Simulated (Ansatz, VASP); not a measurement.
# Co8Cl: VASP beside Ansatz, part 2 of 3

Aim: how closely do two programs agree when they are given the same cell, functional and k mesh? Of the first pair: The structure shown is the start of the Ansatz relaxation below; VASP solves that cell, so the two are compared at the walk's first step.

VASP 6.6.1 and Ansatz 0.2.0.

So far: Starting point; Ansatz: relaxation, PBE.

## Step 3: VASP: single point, PBE, start cell, pair 1

Level of this step: PBE, spin-polarised from a ferromagnetic start; plane waves and PAW (Co, Cl) (VASP).

The same cell, functional, mesh and smearing now go to VASP, with its own data sets.

Lines of VASP's logs that name or quote its potential files are left out, and so is its time.

The input, INCAR:

```
SYSTEM = Co8Cl
PREC = Accurate
ENCUT = 520
EDIFF = 1E-06
NELM = 200
ISMEAR = 0
SIGMA = 0.1
LREAL = .FALSE.
ALGO = Normal
GGA = PE
NBANDS = 62
ISPIN = 2
MAGMOM = 1.8 1.81 1.76 1.76 1.67 1.77 1.78 1.7 0.02
LASPH = .TRUE.
LMAXMIX = 4
LORBIT = 11
LWAVE = .FALSE.
LCHARG = .FALSE.
ISIF = 2
LDIPOL = .TRUE.
IDIPOL = 3
DIPOL = 0.5 0.5 0.485
LVHAR = .TRUE.
GGA_COMPAT = .FALSE.
NELMDL = -8
KPAR = 2
```

The input, POSCAR:

```
Co8Cl
1.0
    4.9850478066      0.0000000000      0.0000000000
    1.2462619517      2.1585855208      0.0000000000
    0.0000000000      0.0000000000     22.7325258750
Co Cl
8 1
Direct
    0.8333323707      0.6666673895      0.3289370060
    0.3333326367      0.6666671235      0.3289370060
    0.0000000000      0.9999997602      0.4177500139
    0.4999997340      0.0000000262      0.4177500139
    0.8333323707      0.6666673895      0.5065630218
    0.3333326367      0.6666671235      0.5065630218
    0.0000000000      0.9999997602      0.5953759857
    0.4999997340      0.0000000262      0.5953759857
    0.3333326367      0.6666671235      0.6710629995
```

The input, KPOINTS:

```
Automatic mesh
0
Gamma
6 12 1
0 0 0
```

Potentials, in the order of the species: Co and Cl (PBE family, release 64).

On the command line:

```
mpirun -np 2 vasp_std
```

Numbers of over 12 decimals in the logs are rounded to 6 here.

The log of the run:

```text
[banner, memory and clock lines left out]
running    2 mpi-ranks, on    1 nodes
 distrk:  each k-point on    1 cores,    2 groups
 distr:  one band on    1 cores,    1 groups

 POSCAR found type information on POSCAR CoCl
 POSCAR found :  2 types and       9 ions
 LDA part: xc-table for (Slater+PW92), standard interpolation
 POSCAR, INCAR and KPOINTS ok, starting setup
 FFT: planning ... GRIDC
 FFT: planning ... GRID_SOFT
 FFT: planning ... GRID
 WAVECAR not read
 entering main loop
       N       E                     dE             d eps       ncg     rms          rms(c)
DAV:   1     0.653256559318E+03    0.65326E+03   -0.33589E+04  6200   0.133E+03
DAV:   2     0.776632319724E+01   -0.64549E+03   -0.59962E+03  6206   0.310E+02
DAV:   3    -0.604416308561E+02   -0.68208E+02   -0.61966E+02  7188   0.131E+02
DAV:   4    -0.640246157117E+02   -0.35830E+01   -0.34688E+01  7074   0.283E+01
DAV:   5    -0.641089020786E+02   -0.84286E-01   -0.84119E-01  7704   0.383E+00
DAV:   6    -0.641132180552E+02   -0.43160E-02   -0.43159E-02  9138   0.778E-01
DAV:   7    -0.641132940595E+02   -0.76004E-04   -0.76004E-04  8308   0.100E-01
DAV:   8    -0.641132966690E+02   -0.26095E-05   -0.26098E-05  8560   0.187E-02    0.313E+01
DAV:   9    -0.848450222308E+02   -0.20732E+02   -0.10833E+02  7306   0.141E+02    0.650E+01
DAV:  10    -0.647423035062E+02    0.20103E+02   -0.88588E+01  7312   0.109E+02    0.360E+01
DAV:  11    -0.116384842265E+03   -0.51643E+02   -0.15885E+02  8110   0.168E+02    0.784E+01
DAV:  12    -0.616390172623E+02    0.54746E+02   -0.63950E+01  8978   0.505E+01    0.373E+01
DAV:  13    -0.686728288930E+02   -0.70338E+01   -0.56200E+01  7916   0.845E+01    0.457E+01
DAV:  14    -0.582200467836E+02    0.10453E+02   -0.22960E+01  8206   0.464E+01    0.260E+01
[...]
DAV:  44    -0.560106226822E+02   -0.32866E-03   -0.81248E-06  6118   0.156E-02    0.986E-03
DAV:  45    -0.560109474694E+02   -0.32479E-03   -0.55198E-06  5898   0.120E-02    0.992E-03
DAV:  46    -0.560111789450E+02   -0.23148E-03   -0.26017E-06  5230   0.743E-03    0.827E-03
DAV:  47    -0.560112900072E+02   -0.11106E-03   -0.95436E-07  4868   0.688E-03    0.461E-03
DAV:  48    -0.560113563918E+02   -0.66385E-04   -0.78845E-07  4764   0.415E-03    0.270E-03
DAV:  49    -0.560113809546E+02   -0.24563E-04   -0.23933E-07  4624   0.285E-03    0.205E-03
DAV:  50    -0.560113861014E+02   -0.51468E-05   -0.45240E-08  4384   0.157E-03    0.165E-03
DAV:  51    -0.560113868532E+02   -0.75178E-06   -0.14939E-08  4212   0.945E-04
   1 F= -.56011387E+02 E0= -.55989432E+02  d E =-.439094E-01  mag=    13.4422
```

Parts of OUTCAR (step 3):

```text
ion  position               nearest neighbor table
   1  0.833  0.667  0.329-   4 2.48   3 2.48   3 2.48   2 2.49   2 2.49   2 2.49   2 2.49
   2  0.333  0.667  0.329-   3 2.48   4 2.48   4 2.48   1 2.49   1 2.49   1 2.49   1 2.49
   3  0.000  1.000  0.418-   2 2.48   6 2.48   1 2.48   5 2.48   5 2.48   1 2.48   4 2.49   4 2.49
                             4 2.49   4 2.49
   4  0.500  0.000  0.418-   1 2.48   5 2.48   2 2.48   6 2.48   2 2.48   6 2.48   3 2.49   3 2.49
                             3 2.49   3 2.49
   5  0.833  0.667  0.507-   8 2.48   4 2.48   7 2.48   3 2.48   7 2.48   3 2.48   6 2.49   6 2.49
                             6 2.49   6 2.49
   6  0.333  0.667  0.507-   7 2.48   3 2.48   8 2.48   4 2.48   8 2.48   4 2.48   5 2.49   5 2.49
                             5 2.49   5 2.49
   7  0.000  1.000  0.595-   9 2.24   6 2.48   5 2.48   5 2.48   8 2.49   8 2.49   8 2.49   8 2.49

  LATTYP: Found a simple orthorhombic cell.
 ALAT       =     2.4925208731
 B/A-ratio  =     1.7320522113
 C/A-ratio  =     9.1202950877

 Subroutine GETGRP returns: Found  2 space group operations
 (whereof  2 operations were pure point group operations)

The static configuration has the point symmetry C_1h.

 Found     25 irreducible k-points:

   k-points           NKPTS =     25   k-points in BZ     NKDIM =     25   number of bands    NBANDS=     62

   dimension x,y,z NGX =    40 NGY =   20 NGZ =  180
   dimension x,y,z NGXF=    80 NGYF=   40 NGZF=  360

   ENCUT  =  520.0 eV  38.22 Ry    6.18 a.u.   9.27  4.63 42.27*2*pi/ulx,y,z

   NELECT =      79.0000    total number of electrons

 k-points in reciprocal lattice and weights: Automatic mesh
   0.00000000  0.00000000  0.00000000       0.014
   0.16666667  0.00000000  0.00000000       0.028
   0.33333333 -0.00000000  0.00000000       0.028
   0.50000000  0.00000000  0.00000000       0.014
   0.00000000  0.08333333  0.00000000       0.056
   0.33333333  0.08333333  0.00000000       0.056
   0.50000000  0.08333333  0.00000000       0.056
   0.00000000  0.16666667  0.00000000       0.056
   0.16666667  0.16666667  0.00000000       0.028
[...]
0.33333333  0.50000000  0.00000000       0.028
   0.50000000  0.50000000  0.00000000       0.014

 dipolmoment           0.000000      0.000000     -0.038072 electrons x Angstroem

 average (electrostatic) potential at core
       1 -86.9971       2 -86.9972       3 -87.0937       4 -87.0736       5 -87.0734
       6 -87.1149       7 -87.0976       8 -87.2203       9 -95.9402

 E-fermi :   1.5354

 spin component 1
 k-point     1 :       0.0000    0.0000    0.0000
  band No.  band energies     occupation
    ...
     43       0.7780      1.00000
     44       0.8424      1.00000
     45       0.8812      1.00000
     46       0.9691      1.00000
     47       1.2074      1.00000
     48       2.0893      0.00000
     49       2.1736      0.00000
     50       2.6737      0.00000
     51       3.5027      0.00000
     52       4.4342      0.00000
    ...

 k-point     2 :       0.1667    0.0000    0.0000
  band No.  band energies     occupation
    ...
     43       0.6861      1.00000
     44       0.7336      1.00000
     45       0.7591      1.00000
     46       0.8537      1.00000
     47       1.3552      0.99458
     48       1.6152      0.12943
     49       2.0559      0.00000
     50       2.1082      0.00000
     51       3.2669      0.00000
     52       4.6435      0.00000
    ...

 k-point     3 :       0.3333   -0.0000    0.0000
  band No.  band energies     occupation
    ...
     44       0.5105      1.00000
     45       0.6098      1.00000
     46       0.6973      1.00000
     47       0.7564      1.00000
     48       1.3390      0.99726
     49       2.1398      0.00000
     50       2.5550      0.00000
     51       3.1741      0.00000
     52       4.8650      0.00000
     53       5.7487      0.00000
    ...

 k-point     4 :       0.5000    0.0000    0.0000
  band No.  band energies     occupation
    ...
     43       0.3371      1.00000
     44       0.4127      1.00000
     45       0.6240      1.00000
     46       0.6655      1.00000
     47       0.6714      1.00000
     48       1.6496      0.05303
     49       2.1533      0.00000
     50       2.1823      0.00000
     51       3.8994      0.00000
     52       4.4799      0.00000
    ...

 k-point     5 :       0.0000    0.0833    0.0000
  band No.  band energies     occupation
    ...
     43       0.6886      1.00000
     44       0.7468      1.00000
     45       0.7994      1.00000
     46       0.8447      1.00000
     47       1.5053      0.66479
     48       1.8846      0.00000
     49       2.4923      0.00000
     50       2.8099      0.00000
     51       3.7673      0.00000
     52       4.8441      0.00000
    ...

 k-point     6 :       0.3333    0.0833    0.0000
  band No.  band energies     occupation
    ...
     43       0.5995      1.00000
     44       0.6631      1.00000
     45       0.7197      1.00000
     46       1.0452      1.00000
     47       1.2754      0.99988
     48       1.5623      0.35150
     49       1.7127      0.00607
     50       2.7208      0.00000
     51       3.3656      0.00000
     52       4.9998      0.00000
    ...

  Total        1.0217835      4.3679517     -0.6820748      2.8978743     -0.0031293      0.0054192
  in kB        6.6924197     28.6089638     -4.4674148     18.9803336     -0.0204960      0.0354947
  external PRESSURE =      10.2779896 kB  Pullay stress =       0.0000000 kB

  energy-cutoff  :      520.00
  volume of cell :      244.62
      direct lattice vectors                 reciprocal lattice vectors
     4.985047807  0.000000000  0.000000000     0.200599882 -0.115816583  0.000000000
     1.246261952  2.158585521  0.000000000     0.000000000  0.463266334  0.000000000
     0.000000000  0.000000000 22.732525875     0.000000000  0.000000000  0.043989832

 POSITION                                       TOTAL-FORCE (eV/Angst)
 -----------------------------------------------------------------------------------
      4.98504      1.43906      7.47757        -0.006975      0.004027      0.379532
      2.49252      1.43906      7.47757        -0.010458      0.006038      0.425158
      1.24626      2.15859      9.49651         0.046556     -0.026879     -0.465652
      2.49252      0.00000      9.49651        -0.010544      0.006087     -0.530369
      4.98504      1.43906     11.51546         0.023252     -0.013425      0.485325
      2.49252      1.43906     11.51546        -0.129684      0.074873      0.327802
      1.24626      2.15859     13.53440        -0.420907      0.243010     -0.950078
      2.49252      0.00000     13.53440         0.607349     -0.350652     -0.736247
      2.49252      1.43906     15.25496        -0.098590      0.056921      1.064529
 -----------------------------------------------------------------------------------
    total drift:                                0.000191      0.000303      0.000909

  FREE ENERGIE OF THE ION-ELECTRON SYSTEM (eV)
  ---------------------------------------------------
  free  energy   TOTEN  =       -56.0113868532 eV

  energy  without entropy=      -55.9674774422  energy(sigma->0) =      -55.98943215

 vacuum level on the upper side and lower side of the slab         5.834         6.474

 total charge
# of ion       s       p       d       tot
------------------------------------------
    1        0.478   0.398   7.230   8.105
    2        0.479   0.397   7.228   8.105
    3        0.486   0.520   7.259   8.266
    4        0.486   0.519   7.263   8.267
    5        0.486   0.524   7.260   8.270
    6        0.489   0.521   7.255   8.265
    7        0.454   0.471   7.301   8.225
    8        0.451   0.525   7.358   8.334
    9        1.625   3.476   0.000   5.101
--------------------------------------------------
tot          5.435   7.350  58.153  70.938

 magnetization (x)
# of ion       s       p       d       tot
------------------------------------------
    1       -0.011  -0.039   1.799   1.749
    2       -0.010  -0.040   1.812   1.761
    3       -0.013  -0.051   1.759   1.696
    4       -0.014  -0.051   1.759   1.693
    5       -0.012  -0.048   1.694   1.635
    6       -0.010  -0.050   1.762   1.702
    7       -0.016  -0.044   1.786   1.725
    8       -0.017  -0.034   1.605   1.555
    9        0.006   0.063   0.000   0.070
--------------------------------------------------
tot         -0.097  -0.294  13.976  13.586

[... 6 further parts left out ...]
```

The magnetic state follows from one typed start and may not be the lowest.

## Step 4: Differences

Known differences besides the potentials themselves: VASP starts from the moments at which Ansatz ended; Ansatz cuts the interaction across the vacuum, VASP repeats the sheet with a dipole correction; the data sets hold 143 valence electrons in Ansatz (on its PAW soft_1 files) and 79 in VASP; Ansatz takes its cutoff from its data sets, VASP runs at 520 eV. Total energies have different zeros and are not compared.

Forces (eV/Å; atoms numbered as in POSCAR):

```tsv
atom	Ansatz x, y, z	VASP x, y, z
Co1	-0.009, 0.005, 0.357	-0.007, 0.004, 0.380
Co2	-0.008, 0.005, 0.404	-0.010, 0.006, 0.425
Co3	0.049, -0.028, -0.470	0.047, -0.027, -0.466
Co4	-0.012, 0.007, -0.544	-0.011, 0.006, -0.530
Co5	0.022, -0.013, 0.495	0.023, -0.013, 0.485
Co6	-0.131, 0.075, 0.337	-0.130, 0.075, 0.328
Co7	-0.413, 0.238, -0.934	-0.421, 0.243, -0.950
Co8	0.606, -0.350, -0.713	0.607, -0.351, -0.736
Cl9	-0.106, 0.061, 1.068	-0.099, 0.057, 1.065
```

The forces differ by 9.3 meV/Å r.m.s., which is 2.3 % of the r.m.s. force of 0.409 eV/Å (both taken over all components). Moments aren't recorded for both runs of this pair, so they may hold unlike magnetic states. With vacuum in the cell, a pressure given here is an average over mostly empty space and none of the material.

## Step 5: Ansatz: relaxation, PBE

This run makes the geometry at which the two programs are then compared.

The structure compared here is the end of the Ansatz relaxation.

The input, input.yaml:

```yaml
crystal:
  lattice:
    - [4.9850478066, 0.0, 0.0]
    - [1.2462619517, 2.1585855208, 0.0]
    - [0.0, 0.0, 22.732525875]
  atoms:
    - { symbol: Co, position: [0.833333, 0.666667, 0.328937], spin: 1.6 }
    - { symbol: Co, position: [0.333333, 0.666667, 0.328937], spin: 1.6 }
    - { symbol: Co, position: [0.0, 0.0, 0.41775], spin: 1.6 }
    - { symbol: Co, position: [0.5, 0.0, 0.41775], spin: 1.6 }
    - { symbol: Co, position: [0.833333, 0.666667, 0.506563], spin: 1.6 }
    - { symbol: Co, position: [0.333333, 0.666667, 0.506563], spin: 1.6 }
    - { symbol: Co, position: [0.0, 0.0, 0.595376], spin: 1.6 }
    - { symbol: Co, position: [0.5, 0.0, 0.595376], spin: 1.6 }
    - { symbol: Cl, position: [0.333333, 0.666667, 0.671063] }
  periodic: [true, true, false]
kpoints:
  mp_grid: { grid: [6, 12, 1] }
hamiltonian:
  xc: pbe
  pseudopotentials: { kind: paw, azcp: { folder: soft_1 } }
scf:
  occupations: { method: gaussian, width: 0.1 }
output:
  forces: true
  eigenvalues: true
  populations: true
magnetization:
  spin_polarized: true
relax:
  adjacent_minimum: "off"
  f_tol: 0.003
  max_steps: 120
  constraints: [{ sites: [0, 1, 2, 3] }]
```

On the command line:

```
ansatz run input.yaml --threads 8 --pin off --max-ram 20480MiB --backend cpu --events-out ev --progress --plain --runs-dir out
```

The log of the run:

```text
[...]
SCF 6 converged in 8 iterations: F = -42086.743942 eV  dr2 = 9.99e-9
relax step   6: F+E_penalty+E_count = -42086.74394159 eV  Δ(F+E_penalty+E_count) = -3.136e-5 eV  max|allowed force component| = 2.222e-3 eV/Å  Δτ_max = 0.0039 Å  (8 SCF iters, dr2 threshold 1.03e-8 eV, accepted)
[...]
--- Löwdin populations: 9 sites ---
  site symbol       q [e]    m [muB]
     0     Co     16.7846     1.7942
     1     Co     16.7838     1.8039
     2     Co     16.7745     1.7590
     3     Co     16.7781     1.7552
     4     Co     16.7714     1.6716
     5     Co     16.7639     1.7729
     6     Co     16.6786     1.7609
     7     Co     16.6499     1.6728
     8     Cl      7.2066     0.0451
  spilling = 0.012647 (of n_electrons = 143.000000)
[key lines of the parts left out:]
SCF converged after 3 iterations
Magnetization: 13.5192 μB (78.2596 up, 64.7404 down)
Free energy (F): -42086.743942 eV
Fermi energy:    -4.767175 eV
```

(Part 2 of 3 ends here.)

[Lines on the potential files, build, host, timing and source positions are cut from VASP's logs without a mark.]

[Logs are printed without paths, hosts, clocks, repeated set-up lines and the standing remarks that a program may print on its own settings, such as how far it seeks lower states.]

[Hosts, paths, dates, database ids (printed as entryN), source tags and the programs' standing remarks are cut or masked in the printed files.]
